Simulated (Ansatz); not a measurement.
An Ansatz run on MoTe2 built on the 2H-MoS2 prototype left the output below. The geometry is the r2SCAN+rVV10 minimum.

Structure:
```
CELL_PARAMETERS angstrom
3.54213 0.00000 0.00000
-1.77107 3.06758 0.00000
0.00000 0.00000 14.17665
ATOMIC_POSITIONS crystal
Mo 0.33333 0.66667 0.25000
Mo 0.66667 0.33333 0.75000
Te 0.66667 0.33333 0.37658
Te 0.66667 0.33333 0.12342
Te 0.33333 0.66667 0.87658
Te 0.33333 0.66667 0.62342
```

Main lines of the log:
```
scf.n_extra_bands = 5 over 46 filled bands (N_el = 92.0): the run solves 51 bands
Pseudopotential: Mo, paw, valence charge 14, recommended cutoff 420 eV (normal)
Pseudopotential: Te, paw, valence charge 16, recommended cutoff 420 eV (normal)
Functional definition: HSE06
Crystal: 6 atoms, lattice volume = 154.040 Å³
Basis set: ecut = 420 eV, 2981 PW (Γ)
Bands: 51, of which v1, the nominal top of the filled ones, is band 46 counted from 1 (45 counted from 0)
Symmetry: 24 space group operations
Space group: P63/mmc (ITA 194)
k-points: 14 of 72
Exchange kernel: α = 0.2500, screened, ω = 0.2079 Å⁻¹, Wigner–Seitz truncation, v(0) = 1046.1644 eV·Å³, q-mesh 6×6×2
hybrid outer 1: dexx = +2.278e-2 eV, tail = 2.40e-4 eV
hybrid outer 2: dexx = +7.511e-6 eV, tail = 4.74e-8 eV, Δε = 1.43e-3 eV, ΔF = 3.65e-4 eV/Å
Free energy (F): -37855.126660 eV
Fermi energy:    11.663644 eV
--- Forces (eV/Å), atoms counted from 1 ---
  atom   1  Mo      0.00000      0.00000      0.00000
  atom   2  Mo      0.00000      0.00000      0.00000
  atom   3  Te      0.00000      0.00000    -0.31043
  atom   4  Te      0.00000      0.00000      0.31043
  atom   5  Te      0.00000      0.00000    -0.31043
  atom   6  Te      0.00000      0.00000      0.31043
--- Stress (GPa, compression-positive) ---
       -1.829847       0.000000       0.000000
        0.000000      -1.829847       0.000000
        0.000000       0.000000      -1.170242
  P = ⅓ Tr σ = -1.6100 GPa (-16.100 kbar)
--- Band table (eV; the first three rows and the last of 14) ---
  k-point 0: bands = […, 10.4542, 10.4884, 10.4884, 10.5949, 11.1200, 11.6636, 15.1230, 15.1230, 15.2379, 15.2379, …]
  k-point 1: bands = […, 10.4714, 10.4714, 10.4714, 10.4714, 11.5335, 11.5335, 15.1597, 15.1597, 15.1597, 15.1597, …]
  k-point 2: bands = […, 9.9410, 9.9962, 10.2686, 10.6329, 11.1875, 11.2406, 13.9837, 14.2604, 14.3084, 14.5261, …]
  k-point 13: bands = […, 8.5482, 8.5482, 9.4360, 9.4360, 11.4895, 11.4895, 13.0235, 13.0235, 13.8600, 13.8600, …]
```

Levels at the listed points, from bands.tsv (eV from the Fermi energy, bands near the gap, counted from 0):
```tsv
# k_distance	band_41	band_42	band_43	band_44	band_45	band_46	band_47	band_48	band_49
# fermi_ev = 11.663644
# [0, 0, 0] at k_distance = 0.000000
# [0.5, 0, 0] at k_distance = 1.024129
# [0.3333333333, 0.3333333333, 0] at k_distance = 1.615409
# [0, 0, 0.5] at k_distance = 2.818556
# [0.5, 0, 0.5] at k_distance = 3.842684
# [0.3333333333, 0.3333333333, 0.5] at k_distance = 4.433965
# [0.195312, 0.197917, 0] at k_distance = 4.967233
# levels_relative_to = fermi_ev
0.000	-1.175	-1.175	-1.069	-0.544	0.000	3.459	3.459	3.574	3.574
1.024	-2.018	-1.107	-1.045	-0.725	-0.481	1.710	1.771	1.997	2.312
1.615	-3.527	-2.092	-2.092	-0.265	-0.054	1.355	1.355	1.749	2.755
2.819	-1.192	-1.192	-1.192	-0.130	-0.130	3.496	3.496	3.496	3.496
3.843	-2.115	-1.062	-1.062	-0.603	-0.603	1.737	1.737	2.170	2.170
4.434	-3.115	-2.228	-2.228	-0.174	-0.174	1.360	1.360	2.196	2.196
4.967	-2.275	-1.390	-1.299	-0.808	-0.703	1.186	1.963	2.042	2.121
```
In order the rows are Γ, M, K, A, L, H, K–Γ (0.41).

Question: Write the input file that gave this output.

Answer:
```yaml
crystal:
  # lattice and atoms as above
kpoints:
  mp_grid: { grid: [6, 6, 2] }
  band_path:
    path:
      - [0.0, 0.0, 0.0]
      - [0.5, 0.0, 0.0]
      - [0.3333333333, 0.3333333333, 0.0]
      - [0.0, 0.0, 0.5]
      - [0.5, 0.0, 0.5]
      - [0.3333333333, 0.3333333333, 0.5]
      - [0.195312, 0.197917, 0.0]
    npoints: 1
hamiltonian:
  xc: hse06
scf:
  occupations: { method: fixed }
  n_extra_bands: 5
output:
  forces: true
  stress: true
  eigenvalues: true
```
The exchange loop shows exact exchange. A single point prints forces and stress when the output block asks for them. This is the file that was run; thresholds and some counts can't be read off the log exactly.

It took 70 s on 1 × NVIDIA H100 80GB HBM3 with 2 threads of AMD EPYC 7R13 Processor (Zen 3), on a shared host, load about 1.3 per core; peak host memory 3.4 GiB.

The values are computed, spin-unpolarised, and not measurements.

Spin-orbit coupling is left out, which matters wherever the heavy atoms make up the band edges.

The stress of a hybrid is loosely converged in these runs.

The meshes of the hybrids are coarse, so their gaps aren't converged to the digits shown.
